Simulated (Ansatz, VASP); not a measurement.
**One calculation of Cr, two programs**

```xyz
2
Lattice="2.7497 0.0000 0.0000 -1.3749 2.3813 0.0000 0.0000 0.0000 4.4680" Properties=species:S:1:pos:R:3 pbc="T T T"
Cr    1.3749    0.7938    3.3510
Cr    0.0000    1.5875    1.1170
```

Change from the starting cell: volume scaled by 1.04.

Alike in both runs: task single point; functional PBEsol; k mesh 11 × 11 × 6; occupations fermi-dirac, width 0.05 eV; collinear spin.

```csv
,VASP,Ansatz
version,VASP 6.6.1,Ansatz 0.2.0
potentials or method,"VASP PAW PBE potentials, release 64 (Cr_pv), cutoff 520 eV","all-electron LAPW, scalar-relativistic"
```

```csv
,VASP,Ansatz,Ansatz less VASP
gap on the k mesh at the Fermi level (eV),none,none,-
pressure (GPa),-34.1,-19.3,+14.76
largest component of the traceless stress (GPa),1.27,12.21,+10.941
net moment per atom (μB),1.08,0.00,-1.081
size of the moment on the site where the two differ most (μB),1.00,2.35,+1.355
```

The net moments differ so much that the two runs ended in different magnetic states, which moves the other rows too. Site moments also hang on the region over which each program counts them. A gap of «none» marks a metal or a gap that the smearing closes. Ansatz ran all-electron here, so the differences hold the error of VASP's frozen core and of both bases.

Caveats: the cell as given lies far from equilibrium (VASP); so large a pressure means that the cell lies far from this level's equilibrium, or that cutoff or potentials fall short (VASP); the potentials were made for another functional, which shifts forces and pressure (VASP); the starting moments weren't kept (Ansatz).
